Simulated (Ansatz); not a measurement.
The band gap of CdTe, sorted by core time

**What was measured.** The band gap of CdTe (F-43m) is reported as 1.61 eV (a printed reference work). The runs below try to reproduce it.

```
Te Cd
1.0
     0.00000    3.20500    3.20500
     3.20500    0.00000    3.20500
     3.20500    3.20500    0.00000
Te Cd
1 1
Direct
  0.75000 0.75000 0.75000
  0.00000 0.00000 0.00000
```

```csv
rung,level,program and potentials,cutoff (eV),k mesh,smearing,task,spin,core time,chip,band gap (eV),miss (eV),notes
GGA,PBE,"Ansatz, Ansatz PAW",420,10 × 10 × 10,fermi-dirac 0.05,single point,off,8.8 s,Arm Neoverse V1,0.87,-0.74,-
GGA,BLYP,"Ansatz, Ansatz PAW",420,7 × 7 × 7,fermi-dirac 0.05,band structure,off,14 s,Arm Neoverse V1,0.78,-0.83,"potentials made for PBE, which Ansatz adapts in part"
GGA,PBEsol,"Ansatz, Ansatz PAW",420,7 × 7 × 7,fermi-dirac 0.05,band structure,off,16 s,Intel Xeon,0.76,-0.85,"potentials made for PBE, which Ansatz adapts in part"
GGA,RPBE,"Ansatz, Ansatz PAW",420,7 × 7 × 7,fermi-dirac 0.05,band structure,off,18 s,Intel Xeon,1.03,-0.58,"potentials made for PBE, which Ansatz adapts in part"
meta-GGA,r2SCAN,"Ansatz, Ansatz PAW",500,7 × 7 × 7,fermi-dirac 0.05,band structure,off,26 s,Intel Xeon,1.39,-0.22,"potentials made for PBE, which Ansatz adapts in part"
GGA,PBEsol,"Ansatz, Ansatz PAW",420,7 × 7 × 7,fermi-dirac 0.05,band structure,"SOC, no magnetisation",51 s,Intel Xeon Platinum 8259CL Skylake/Cascade Lake,0.48,-1.13,"potentials made for PBE, which Ansatz adapts in part"
GGA,PBEsol,"Ansatz, Ansatz PAW",420,6 × 6 × 6,fixed,elastic constants,off,51 s,Arm Neoverse V1,0.76,-0.85,"potentials made for PBE, which Ansatz adapts in part"
GGA,PBE,"Ansatz, Ansatz PAW",420,5 × 5 × 5,fermi-dirac 0.05,band structure,"SOC, no magnetisation",61 s,Intel Xeon,0.60,-1.01,-
meta-GGA,r2SCAN,"Ansatz, Ansatz PAW",500,5 × 5 × 5,fermi-dirac 0.05,band structure,"SOC, no magnetisation",2.4 min,Intel Xeon,1.12,-0.49,"potentials made for PBE, which Ansatz adapts in part"
hybrid,PBE0,"Ansatz, Ansatz PAW",420,4 × 4 × 4,fermi-dirac 0.05,single point,"SOC, no magnetisation",2.5 min,Intel Xeon Platinum 8488C Sapphire Rapids,2.10,+0.49,"coarse mesh; potentials made for PBE, which Ansatz adapts in part"
hybrid,HSE06,"Ansatz, Ansatz PAW",420,4 × 4 × 4,fermi-dirac 0.05,band structure,off,3.6 min,AMD EPYC 7B13 Zen 3,1.77,+0.16,"coarse mesh; potentials made for PBE, which Ansatz adapts in part"
hybrid,PBEsol0,"Ansatz, Ansatz PAW",420,4 × 4 × 4,fermi-dirac 0.05,band structure,off,3.6 min,Intel Xeon,2.29,+0.68,"coarse mesh; potentials made for PBE, which Ansatz adapts in part"
hybrid,B3LYP,"Ansatz, Ansatz PAW",420,4 × 4 × 4,fermi-dirac 0.05,band structure,off,4 min,Arm Neoverse V1,1.99,+0.38,"coarse mesh; potentials made for PBE, which Ansatz adapts in part"
hybrid,PBE0,"Ansatz, Ansatz PAW",420,4 × 4 × 4,fermi-dirac 0.05,band structure,off,5.9 min,Intel Xeon,2.41,+0.80,"coarse mesh; potentials made for PBE, which Ansatz adapts in part"
hybrid,HSE03,"Ansatz, Ansatz PAW",420,4 × 4 × 4,fermi-dirac 0.05,band structure,off,6 min,Intel Xeon,1.59,-0.02,"coarse mesh; potentials made for PBE, which Ansatz adapts in part"
hybrid,B3LYP5,"Ansatz, Ansatz PAW",420,4 × 4 × 4,fermi-dirac 0.05,band structure,off,6.6 min,Arm Neoverse N1,1.99,+0.38,"coarse mesh; potentials made for PBE, which Ansatz adapts in part"
hybrid,r2SCAN50,"Ansatz, Ansatz PAW",500,4 × 4 × 4,fermi-dirac 0.05,band structure,off,8.6 min,Intel Xeon,4.10,+2.49,"coarse mesh; potentials made for PBE, which Ansatz adapts in part"
hybrid,r2SCAN0,"Ansatz, Ansatz PAW",500,4 × 4 × 4,fermi-dirac 0.05,band structure,off,8.7 min,Intel Xeon,2.71,+1.10,"coarse mesh; potentials made for PBE, which Ansatz adapts in part"
```

Times are single runs on shared hosts and different chips, so they are rough; meshes, cutoffs and the tasks' sizes weigh on the time. Gaps are the least found on the k mesh or the band path, and a mesh can miss the band edges. Smearing widths are in eV. The cell comes from a database and isn't always the measured one. Meshes differ between rows, which moves values too. All levels ran on this one cell, unrelaxed unless noted. Meshes are those of the run's cell of 2 atoms unless a note names another. Misses use the values as printed. Runs on faulty files, with rough fits or with known faults for this quantity aren't shown.

By rung: GGA 0.76 to 1.03; GGA with SOC 0.48 to 0.60; meta-GGA 1.39; meta-GGA with SOC 1.12; hybrid with SOC on coarse meshes 2.10; hybrid on coarse meshes 1.59 to 4.10 (eV). Measured: 1.61 eV (a printed reference work). Closest, coarse meshes and atomic bases left aside, is r2SCAN with Ansatz, Ansatz PAW (-0.22 eV), and PBE misses by -0.74 eV on plain settings. LDA and GGA gaps fall short mostly because these functionals lack the derivative discontinuity; the runs are for a static lattice, while measurements hold temperature and zero-point motion; rows without SOC leave out spin-orbit coupling, which moves the band edges where heavy atoms are present.
